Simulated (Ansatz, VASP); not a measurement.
**Sb: VASP beside Ansatz**

INCAR

```
  PREC = Accurate
  ENCUT = 520
  EDIFF = 1E-6
  ISMEAR = -1
  SIGMA = 0.05
  LREAL = F
  LASPH = T
  NELM = 100
  ALGO = Normal
  ISIF = 2
  LWAVE = F
  LCHARG = F
  GGA = PE
  IVDW = 12
  NBANDS = 8
```

File KPOINTS:

```
regular mesh
0
Gamma
  8 8 8
```

File POSCAR:

```
Sb
1.0
    3.1747580000      0.0166870000     -0.0318050000
    0.0166870000      3.1310600000      0.0414250000
   -0.0318050000      0.0414250000      3.1753420000
Sb
1
Direct
    0.0020990000     -0.0116150000      0.0175410000
```

input.yaml

```yaml
crystal:
  lattice:
    - [3.174758, 0.016687, -0.031805]
    - [0.016687, 3.13106, 0.041425]
    - [-0.031805, 0.041425, 3.175342]
  atoms:
    - { symbol: Sb, position: [0.002099, -0.011615, 0.017541] }
kpoints:
  mp_grid: { grid: [8, 8, 8] }
  band_path:
    path: [[0.0, -0.5, 0.0], [0.0, 0.0, 0.0], [-0.5, 0.0, 0.0]]
    npoints: 12
scf:
  occupations: { method: fermi_dirac, width: 0.05 }
hamiltonian:
  xc: pbe
  dispersion: d3bj
  pseudopotentials: { kind: all_electron, lapw: { basis_error: 0.002 } }
output:
  forces: true
  stress: true
  eigenvalues: true
```

Change from the starting cell: cell strained at random at fixed volume.

Alike in both runs: functional PBE; dispersion D3(BJ); k mesh 8 × 8 × 8; occupations fermi-dirac, width 0.05 eV; no spin polarisation.

|  | VASP | Ansatz |
| --- | --- | --- |
| version | VASP 6.6.1 | Ansatz 0.2.0 |
| potentials or method | VASP PAW PBE potentials, release 64 (Sb) | all-electron LAPW, scalar-relativistic |
| plane-wave cutoff (eV) | 520 | see its input |
| task | single point | band structure |

VASP gave:

- gap on the k mesh at the Fermi level (eV): none
- pressure (GPa): -4.7
- largest component of the traceless stress (GPa): 0.84
- dispersion energy (meV/atom): -451.5

Question: Estimate Ansatz's values.

Answer: gap on the k mesh at the Fermi level (eV): none; pressure (GPa): -4.7; largest component of the traceless stress (GPa): 0.83; dispersion energy (meV/atom): -451.6.

A gap of «none» marks a metal or a gap that the smearing closes. Ansatz ran all-electron here, so the differences hold the error of VASP's frozen core and of both bases.

Caveats: pairwise dispersion overbinds metals, which lowers pressure and volume; spin-orbit coupling is left out, which moves the levels of the heavy elements (Ansatz). Spin-orbit coupling is left out, which matters for the levels of Sb.
